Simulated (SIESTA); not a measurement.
The system is Pd.

```
Pd
1.0
     2.78367    0.00000    0.00000
    -1.39183    2.41072    0.00000
     0.00000    0.00000    4.62889
Pd
2
Direct
  0.33333 0.66667 0.25000
  0.66667 0.33333 0.75000
```

This isn't the form of Pd at room conditions, which is fcc.

| Property | Result |
| --- | --- |
| Program | SIESTA 5.4.2 |
| Task | single point |
| Functional | PBE |
| Potentials or basis | PseudoDojo 0.4 standard (PBE files) |
| Basis | DZP (energy shift 0.003 Ry; two zetas on semicore shells) |
| Grid cutoff | 800 Ry |
| Energy shift | 0.003 Ry |
| k mesh | 11 × 11 × 6 |
| Occupations | fermi-dirac, width 0.05 eV |
| Spin | no spin polarisation |

On this cell: pressure -0.3 GPa; largest force under 0.003 eV/Å; band gap on the k mesh none (metal or under the smearing width).

The same run follows on a disturbed copy (atoms moved at random, drawn with an rms of 0.05 Å):

```
Pd
1.0
     2.78367    0.00000    0.00000
    -1.39183    2.41072    0.00000
     0.00000    0.00000    4.62889
Pd
2
Direct
  0.32850 0.69168 0.24099
  0.66929 0.34399 0.75873
```

**Question.** What changes?

**Answer.** The energy (extrapolated to zero smearing) moves by +15.4 meV/atom; pressure 0.5 GPa; largest force 0.736 eV/Å; band gap on the k mesh none (metal or under the smearing width).

Forces in eV/Å, atoms in the order of the input:
```
Pd   0.025 -0.028  0.735
Pd  -0.025  0.029 -0.735
```

Stress tensor (GPa, compression positive):
```
-0.18  0.53  0.15
 0.53  0.77 -0.16
 0.15 -0.16  0.87
```

Caveats: the basis of atomic orbitals isn't converged, which shifts pressures, moduli and gaps.
